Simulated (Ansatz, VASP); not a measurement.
## TePb in VASP and in Ansatz

```xyz
2
Lattice="4.6280 0.0000 0.0000 -2.3140 4.0080 0.0000 0.0000 0.0000 4.2718" Properties=species:S:1:pos:R:3 pbc="T T T"
Pb    0.0000    0.0000    0.0000
Te    2.3140    1.3360    2.1359
```

Alike in both runs: task relaxation of shape and atoms at fixed volume; functional PBE; k mesh 10 × 10 × 8; occupations gaussian, width 0.05 eV; no spin polarisation.

|  | VASP | Ansatz |
| --- | --- | --- |
| version | VASP 6.6.1 | Ansatz 0.2.0 |
| potentials or method | VASP PAW PBE potentials, release 64 (Pb_d, Te) | scalar-relativistic, plane waves, PAW |
| plane-wave cutoff (eV) | 600 | 420 |
| valence electrons in the cell | 20 | 30 |

```tsv
	VASP	Ansatz	Ansatz less VASP
gap on the k mesh at the Fermi level, each at its own relaxed structure (eV)	none	none	-
relaxed volume (Å³/atom)	39.62	39.62	0.000
relaxed cell length with the largest relative difference (Å)	4.247	4.254	+0.0066
```

A gap of «none» marks a metal or a gap that the smearing closes. The two sets of potentials don't hold the same shells in valence.

Spin-orbit coupling is left out, which matters for the levels of Pb, Te.
